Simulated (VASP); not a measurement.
**Mg: equation of state with PBE**

Crystal: Mg.

```
Mg
1.0
     3.20930    0.00000    0.00000
    -1.60465    2.77934    0.00000
     0.00000    0.00000    5.21030
Mg
2
Cartesian
  1.6047 0.9264 3.9077
  0.0000 1.8529 1.3026
```

```
Program                : VASP 6.6.1
Task                   : equation of state
Functional             : PBE
Potentials or basis    : VASP PAW PBE potentials, release 64 (Mg)
Cutoff                 : 520 eV
k mesh                 : 10 × 10 × 5
Occupations            : fermi-dirac, width 0.05 eV
Spin                   : no spin polarisation
Further INCAR settings : ALGO = Normal; EDIFF = 1e-07; NBANDS = 9
```

* Equilibrium volume: 22.91 Å³/atom
* Bulk modulus at fixed shape and positions: 36 GPa
* Pressure derivative of the bulk modulus: 4.1

Energy against volume, from the lowest point:
```tsv
volume (Å³/atom)	energy (meV/atom)
21.843	5.97
22.308	1.77
22.772	0.00
23.237	0.41
23.702	2.79
24.167	6.95
24.631	12.71
```

All runs of the series together: 64 s on 1 thread of Intel(R) Xeon(R) Platinum 8488C (Sapphire Rapids), on a shared host.

Caveat: the cell was scaled at fixed shape and fractional positions, which overstates the stiffness of a crystal with free parameters, most of all of layers and chains.
